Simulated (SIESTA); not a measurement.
BeS:

```
CELL_PARAMETERS angstrom
0.00000 2.42500 2.42500
2.42500 0.00000 2.42500
2.42500 2.42500 0.00000
ATOMIC_POSITIONS crystal
S 0.75000 0.75000 0.75000
Be 0.00000 0.00000 0.00000
```

Base run:

| Property | Result |
| --- | --- |
| Program | SIESTA 5.4.2 |
| Functional | PBE |
| Potentials or basis | PseudoDojo 0.4 standard (PBE files) |
| Basis | SZP (energy shift 0.003 Ry) |
| Grid cutoff | 800 Ry |
| Energy shift | 0.003 Ry |
| k mesh | 9 × 9 × 9 |
| Occupations | fermi-dirac, width 0.05 eV |
| Spin | no spin polarisation |

Its results: band gap on the k mesh 3.58 eV, indirect (least direct gap 5.36 eV); pressure 2.9 GPa.

Problem. After a change of settings the same cell gave: band gap on the k mesh 3.17 eV, indirect (least direct gap 5.61 eV); pressure 3.2 GPa. Which change was it?
A. basis from SZP (energy shift 0.003 Ry) to DZDP (energy shift 0.003 Ry; two zetas on semicore shells)
B. basis from SZP (energy shift 0.003 Ry) to TZP (energy shift 0.003 Ry; two zetas on semicore shells)
C. basis from SZP (energy shift 0.003 Ry) to DZP (energy shift 0.003 Ry; two zetas on semicore shells)

Solution. A.

Caveats: short orbitals over semicore shells can move pressures by several GPa; the mesh misses the band edges, which the band path finds closer together; the basis of atomic orbitals isn't converged, which shifts pressures, moduli and gaps.
